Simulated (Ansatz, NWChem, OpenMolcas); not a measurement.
## Computed against measured: atomisation enthalpy at 298 K

6 molecules of light elements (H to F); the atomisation enthalpy at 298 K in kJ/mol, computed less measured. Shapes, held fixed at every level: PBE0-D4/def2-TZVP. Flexible molecules stand in one conformer, not always the lowest. Thermal terms are harmonic and unscaled (PBE/def2-SVP, PBE0-D4/def2-TZVP); the spin-orbit lowering of the free atoms is taken from their spectra. Programs: Ansatz 0.2.0, NWChem 7.3.0, OpenMolcas 26.06. A level may come from different programs for different species; with the same settings they agree closely. Measured values: Active Thermochemical Tables, CRC Handbook of Chemistry and Physics.

Levels: A = HF/3-21G; B = revPBE/def2-SVP; C = HSE06/def2-SVP; D = CCSD(T)/def2-SVP.

```csv
molecule,from tabulated heats,A,B,C,D
"C2H3F3 (1,1,2-trifluoroethane)",3057,-1168,-48,-14,-214
C3H3NO (oxazole),3542,-1516,+57,+96,-189
C4H5N (SMILES C=CCC#N),4270,-1467,+2,+63,-194
C4H5N (pyrrole),4322,-1508,+32,+116,-203
C4H6 (cyclobutene),4019,-1238,-12,+76,-165
C3H8 (propane),3999,-1067,-62,+32,-151
```

Q: Sum up the errors.

A: 
```
           level                    kind  mean error  mean absolute error       worst case
        HF/3-21G            Hartree–Fock     -1327.3               1327.3           C3H3NO
 revPBE/def2-SVP                     GGA        -5.2                 35.5             C3H8
  HSE06/def2-SVP  range-separated hybrid       +61.5                 66.2  C4H5N (pyrrole)
CCSD(T)/def2-SVP   coupled cluster or CI      -186.0                186.0           C2H3F3
```

On this set revPBE/def2-SVP has the smallest mean absolute error and HF/3-21G the largest. HF/3-21G is too low in 6 of 6; HSE06/def2-SVP is too high in 5 of 6; CCSD(T)/def2-SVP is too low in 6 of 6. Heats of the atoms come from ATcT where it has them. The levels differ in basis as well as in method. The tabulated value of C2H3F3 is in doubt (older tables, estimates, or at odds with other calculations) and kept here. Over the 5 molecules whose values aren't doubted the mean absolute errors are A 1359.2; B 33.0; C 76.6; D 180.4. A functional in a double-zeta set wins here by errors that cancel. Hartree–Fock lacks correlation and underbinds. Correlated wave functions converge slowly with the basis. The set is small.

The two C4H5N isomers separate errors in the free atoms from errors in the bonding, because the atomic terms cancel between them. CCSD(T) misses both atomisation enthalpies by nearly the same amount (-194 and -203), so it reproduces pyrrole's advantage over the open-chain nitrile well despite its large absolute errors. Hartree–Fock understates that advantage, while revPBE and HSE06 exaggerate it.

The small mean error of revPBE likewise hides a drift with bonding type, from -62 in propane to +57 in oxazole. Leaving aside 1,1,2-trifluoroethane, whose tabulated value is in doubt, HSE06 also places propane lowest and the two aromatic rings highest, though all five of these errors are positive. This suggests that both functionals favour compact, delocalised π systems over saturated chains, probably because approximate exchange and correlation describe overlapping π and σ densities unevenly.

The revPBE result therefore doesn't support using it for reactions that change saturation or aromaticity, where such errors need not cancel. For isomerisation, the C4H5N pair favours CCSD(T), even in this basis.
